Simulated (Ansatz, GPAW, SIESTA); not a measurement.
One calculation of Ge, 4 ways

```
Ge
1.0
     4.05040    0.00000    0.00000
    -2.02520    3.50775    0.00000
     0.00000    0.00000   10.99336
Ge
4
Direct
  0.66434 0.33860 0.41211
  0.33390 0.66428 0.91085
  0.00668 0.00658 0.48086
  0.99340 0.98120 0.97955
```

This isn't the form of Ge at room conditions, which is diamond.

Atoms were shifted at random by some hundredths of an Å from the given cell, which wasn't relaxed again for these runs.

Alike in all runs: task single point; functional PBEsol; k mesh 8 × 8 × 3; occupations fermi-dirac, width 0.05 eV; no spin polarisation; no spin-orbit coupling. Pressure is positive in compression and, in plane waves, holds the error of the finite cutoff, which Ansatz's Pulay term estimates and takes out.

```csv
program and potentials,plane-wave cutoff (eV),notes,pressure (GPa),largest force (eV/Å),energy over the undisturbed cell (meV/atom)
"Ansatz, Ansatz PAW",420,"potentials made for PBE, which Ansatz adapts in part; 14 valence electrons an atom on average",-1.88,0.678,15.79
"Ansatz, all-electron LAPW, scalar-relativistic",-,-,-1.88,0.678,-
"SIESTA, files PseudoDojo sr-pbesol-0.4.1-standard, DZP (energy shift 0.003 Ry; two zetas on semicore shells)",-,atomic basis; 14 valence electrons an atom on average,-1.46,0.615,10.34
"GPAW, PAW data sets generated for this functional",600,4 valence electrons an atom on average,?,?,?
```

Question: Estimate from the other rows what the run with GPAW, PAW data sets generated for this functional gave.

Answer: Pressure -1.78 GPa; largest force 0.672 eV/Å; energy over the undisturbed cell 14.73 meV/atom. The other rows, which needn't bracket it: pressure -1.88 to -1.46; largest force 0.615 to 0.678; energy over the undisturbed cell 10.34 to 15.79.
